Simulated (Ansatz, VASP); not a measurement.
# Pb in VASP and in Ansatz

File INCAR:

```
SYSTEM = Pb
PREC     = Accurate       ! precision mode
ENCUT    = 520            ! plane-wave cutoff, eV
EDIFF    = 1E-6           ! SCF threshold, eV
ISMEAR   = -1             ! smearing method
SIGMA    = 0.1            ! smearing width, eV
LREAL    = .False.        ! projectors in reciprocal space
LASPH    = .True.         ! aspherical terms in the spheres
NELM     = 100            ! most SCF steps
ALGO     = Normal         ! electronic algorithm
ISIF     = 2              ! what is computed and relaxed
LWAVE    = .False.        ! write WAVECAR
LCHARG   = .True.         ! write CHGCAR
GGA      = CA             ! functional
LELF     = .True.         ! ELF
LVHAR    = .True.       
NBANDS   = 13             ! bands
```

File KPOINTS:

```
regular mesh
0
Gamma
  16 16 16
  0 0 0
```

The input POSCAR:

```
Pb
1.0
    0.0000000000      2.4375492138      2.4375492138
    2.4375492138      0.0000000000      2.4375492138
    2.4375492138      2.4375492138      0.0000000000
Pb
1
Direct
    0.0000000000      0.0000000000      0.0000000000
```

Input for Ansatz:

```yaml
crystal:
  lattice:
    - [0.0, 2.4375492138, 2.4375492138]
    - [2.4375492138, 0.0, 2.4375492138]
    - [2.4375492138, 2.4375492138, 0.0]
  atoms:
    - { symbol: Pb, position: [0.0, 0.0, 0.0] }
hamiltonian:
  xc: lda
  pseudopotentials:
    kind: paw
    azcp:
      Pb: "pseudopotentials/Pb.paw.azcp"
basis:
  ecutwfc: 420
  fft_grid_basis: typed
kpoints:
  mp_grid: { grid: [16, 16, 16], shift: [0, 0, 0] }
magnetization:
  spin_polarized: false
scf:
  occupations: { method: fermi_dirac, width: 0.1 }
  lower_state_search: "off"
output:
  stress: true
```

Alike in both runs: task single point; functional LDA; k mesh 16 × 16 × 16; occupations fermi-dirac, width 0.1 eV; no spin polarisation.

```csv
,VASP,Ansatz
version,VASP 6.6.1,Ansatz 0.2.0
potentials or method,"VASP PAW LDA potentials, release 64 (Pb_d)","plane waves (420 eV) with PAW, scalar-relativistic"
plane-wave cutoff (eV),520,420
valence electrons in the cell,14,14
```

```csv
,VASP,Ansatz,Ansatz less VASP
pressure (GPa),0.2,0.1,-0.07
```

Ansatz warned: «pseudo_functional_mismatch».

Spin-orbit coupling is left out, which matters for the levels of Pb.
